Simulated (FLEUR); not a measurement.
SiC (Moissanite 3C):

```
Si C
1.0
     0.00000    2.17900    2.17900
     2.17900    0.00000    2.17900
     2.17900    2.17900    0.00000
Si C
1 1
Direct
  0.00000 0.00000 0.00000
  0.75000 0.75000 0.75000
```

| Quantity | Value |
| --- | --- |
| Program | FLEUR MaX-R8.1 (later development tree) |
| Task | single point |
| Functional | PBE |
| Potentials or basis | all-electron |
| Basis | FLAPW |
| Kmax | 5.7 1/bohr |
| k mesh | 10 × 10 × 10 |
| Occupations | fermi-dirac, width 0.05 eV |
| Spin | no spin polarisation |
| Gmax | 17.7 1/bohr |
| Muffin-tin radii | Si 1.72, C 1.49 bohr |
| lmax | Si 8, C 8 |
| Local orbitals a species | Si 4, C 3 |
| Max iterations | 60 |
| Mixing factor | 0.05 |
| Mixer | Anderson |
| Mixer history | 15 |
| Density convergence | 1e-05 me/bohr^3 |

On this cell: largest force zero by symmetry; band gap on the k mesh 1.36 eV, indirect (least direct gap 4.55 eV).

The same run follows on a disturbed copy (atoms moved at random, drawn with an rms of 0.05 Å):

```
CELL_PARAMETERS angstrom
0.00000 2.17900 2.17900
2.17900 0.00000 2.17900
2.17900 2.17900 0.00000
ATOMIC_POSITIONS crystal
Si 0.02300 0.97553 0.99719
C 0.78305 0.74500 0.74190
```

Problem. What does the disturbed cell give?

Solution. The energy moves by +25.7 meV/atom; largest force 1.453 eV/Å; band gap on the k mesh 1.04 eV, indirect (least direct gap 4.38 eV).

Forces in eV/Å, atoms in the order of the input:
```
Si   0.646  0.340  1.255
C   -0.646 -0.340 -1.256
```

A k mesh can miss the band edges.
